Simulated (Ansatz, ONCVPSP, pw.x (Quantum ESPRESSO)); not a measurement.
Equation-of-state test of one ONCV potential (Ga (Z = 31))

- Element: Ga (Z = 31)
- Generator: ONCVPSP 4.0.1.1 (patched build)
- Type: optimised norm-conserving Vanderbilt (ONCV)
- Functional: PBEsol
- Relativity: scalar-relativistic
- Frozen core: [Ar] 3d10
- Valence charge: 3
- Reference configuration: 4s1 (charge +2)
- Partial waves: 4s: rc 1.75 bohr, ncon 4, nbas 7, qcut 4.4 1/bohr, 2 projectors, debl 0.5 Ha; p scattering state at 0.03 Ha: rc 1.75 bohr, ncon 4, nbas 8, qcut 4.5 1/bohr, 3 projectors, debl 2 Ha; d scattering state at 0.19 Ha: rc 1.65 bohr, ncon 4, nbas 8, qcut 5.7 1/bohr, 2 projectors, debl 2 Ha
- Local potential: polynomial inside 1.50 bohr (lpopt 5, dvloc0 1 Ha)
- Core correction: Teter function, fcfact 4.5, rcfact 1.75

In the s channel the program set the typed energies aside and used -0.957, 0.250 Ha. In the p channel the program set the typed energies aside and used 0.050, 2.050, 4.050 Ha.

Atomic tests: cutoffs needed: 8.3 Ha and 12 Ha (the cutoffs (Ha) at which the residual kinetic energy of the hardest occupied pseudo-wave falls to 1 and 0.1 mHa per electron) The cutoffs count occupied waves only; projector 2 of the d channel, the hardest unoccupied one, needs 110 Ha at the loose tolerance.; ghost test: ghosts flagged at negative energy: p at -1112.7 eV, d at -17.6 eV (a further GHOST(-) flag falls on a real empty level of the atom); GHOST(+) flagged for s at 84.4 eV, p at 241.6 eV; a true bound ghost makes a file unfit for plane-wave use; largest excitation error: -691 meV (all-electron minus pseudo) for 4s2 4p1, out of 4 test configurations.

Crystal test: fcc Ga in pw.x 7.5, no spin, 14³ k-points, Fermi–Dirac smearing 0.01 Ry, cutoffs 50/200 Ry. The reference is all-electron LAPW (Ansatz 0.2.0) with the same functional, mesh and smearing; V0 and B0 come from Birch–Murnaghan fits to the pressures at five volumes. Errors are pseudo minus all-electron; Δ is the rms difference of the E(V) curves that follow from these fits, minima aligned, over ±6 % about the mean V0. Mesh and smearing are coarse, so the numbers serve the comparison and aren't converged zero-temperature values; the lattice is a test structure that the element need not adopt.

All-electron: a0 = 4.140 Å (V0 = 17.74 Å³/atom), B0 = 60.2 GPa.

Task: How far does the potential miss the all-electron equation of state?

Result: converged, but broken (pressure over 100 GPa off). The pressure does not cross zero within the volumes sampled, so no fit is given. The pseudo pressure rises with volume over the whole range, a mechanical instability. Note: ghosts flagged at negative energy: p at -1112.7 eV, d at -17.6 eV (a further GHOST(-) flag falls on a real empty level of the atom); GHOST(+) flagged for s at 84.4 eV, p at 241.6 eV. A true bound ghost makes a file unfit for plane-wave use. A pressure error of this size marks a broken potential; the numbers have no physical meaning.

```json
{"V (Å³/atom)": "16.831", "P all-electron (GPa)": "3.59", "P pseudo (GPa)": "-732.97"}
{"V (Å³/atom)": "17.274", "P all-electron (GPa)": "1.70", "P pseudo (GPa)": "-368.29"}
{"V (Å³/atom)": "17.717", "P all-electron (GPa)": "0.07", "P pseudo (GPa)": "-139.34"}
{"V (Å³/atom)": "18.160", "P all-electron (GPa)": "-1.33", "P pseudo (GPa)": "-66.14"}
{"V (Å³/atom)": "18.603", "P all-electron (GPa)": "-2.55", "P pseudo (GPa)": "-59.64"}
```

Task: At the middle volume, how do free energy and pressure move when the wave cutoff is lowered (ecutrho kept at four times it)?

Result:

```json
{"cutoff (Ry)": "22", "shift of F (meV/atom)": "+780.5", "shift of P (GPa)": "+231.83"}
{"cutoff (Ry)": "30", "shift of F (meV/atom)": "+764.2", "shift of P (GPa)": "+231.87"}
{"cutoff (Ry)": "40", "shift of F (meV/atom)": "+748.6", "shift of P (GPa)": "+230.51"}
```

Input at the middle volume:

```
&control
  calculation='scf', prefix='x', pseudo_dir='./', outdir='./tmp', tstress=.true., disk_io='none'
/
&system
  ibrav=0, nat=1, ntyp=1, ecutwfc=50, ecutrho=200, nbnd=8,
  occupations='smearing', smearing='fd', degauss=0.01
/
&electrons
  conv_thr=1e-09, mixing_beta=0.4, electron_maxstep=70
/
ATOMIC_SPECIES
Ga 1.0 Ga.UPF
CELL_PARAMETERS angstrom
  0.00000000 2.06912501 2.06912501
  2.06912501 0.00000000 2.06912501
  2.06912501 2.06912501 0.00000000
ATOMIC_POSITIONS crystal
Ga 0.0000 0.0000 0.0000
K_POINTS automatic
14 14 14 0 0 0
```

```bash
pw.x < Ga.scf.in > Ga.scf.out
```

Lines of the output:

```
Message from routine setup:
     using ibrav=0 with symmetry is DISCOURAGED, use correct ibrav instead
     lattice parameter (alat)  =       5.5297  a.u.
     unit-cell volume          =     119.5602 (a.u.)^3
     number of electrons       =         3.00
     number of Kohn-Sham states=            8
     kinetic-energy cutoff     =      50.0000  Ry
     charge density cutoff     =     200.0000  Ry
     scf convergence threshold =      1.0E-09
     Exchange-correlation= PBESOL
     number of k points=   104  Fermi-Dirac smearing, width (Ry)=  0.0100
     iteration #  1     ecut=    50.00 Ry     beta= 0.40
     total energy              =      -4.91028539 Ry
     estimated scf accuracy    <       0.07340185 Ry
     iteration #  2     ecut=    50.00 Ry     beta= 0.40
     total energy              =      -4.92776041 Ry
     estimated scf accuracy    <       0.02243501 Ry
     iteration #  3     ecut=    50.00 Ry     beta= 0.40
     total energy              =      -4.93187080 Ry
     estimated scf accuracy    <       0.00007704 Ry
     iteration #  4     ecut=    50.00 Ry     beta= 0.40
     c_bands:  3 eigenvalues not converged
     c_bands:  5 eigenvalues not converged
     c_bands:  5 eigenvalues not converged
     c_bands:  5 eigenvalues not converged
     c_bands:  4 eigenvalues not converged
     c_bands:  5 eigenvalues not converged
     c_bands:  5 eigenvalues not converged
     c_bands:  3 eigenvalues not converged
     [... 85 repeated lines left out ...]
     total energy              =      -4.93347643 Ry
     estimated scf accuracy    <       0.00003391 Ry
     iteration #  5     ecut=    50.00 Ry     beta= 0.40
     [... 33 repeated lines left out ...]
     total energy              =      -4.93348107 Ry
     estimated scf accuracy    <       0.00000252 Ry
     iteration #  6     ecut=    50.00 Ry     beta= 0.40
     [... 10 repeated lines left out ...]
     total energy              =      -4.93348175 Ry
     estimated scf accuracy    <       0.00000038 Ry
     iteration #  7     ecut=    50.00 Ry     beta= 0.40
     [... 5 repeated lines left out ...]
     the Fermi energy is     9.0955 ev
!    total energy              =      -4.93348186 Ry
     estimated scf accuracy    <          9.6E-10 Ry
     smearing contrib. (-TS)   =      -0.00171224 Ry
     The total energy is F=E-TS. E is the sum of the following terms:
     one-electron contribution =       3.38504542 Ry
     hartree contribution      =       0.02083642 Ry
     xc contribution           =      -3.06106336 Ry
     ewald contribution        =      -5.27658811 Ry
     convergence has been achieved in   7 iterations
          total   stress  (Ry/bohr**3)                   (kbar)     P=    -1393.45
     Message from routine punch:
     Nothing written, as per user request (disk_io='none')
```

The run at the middle volume (104 k-points, 7 iterations) took about 12 s on one core of a shared host (Neoverse-V1, 32 threads, 247 GiB, load 14).
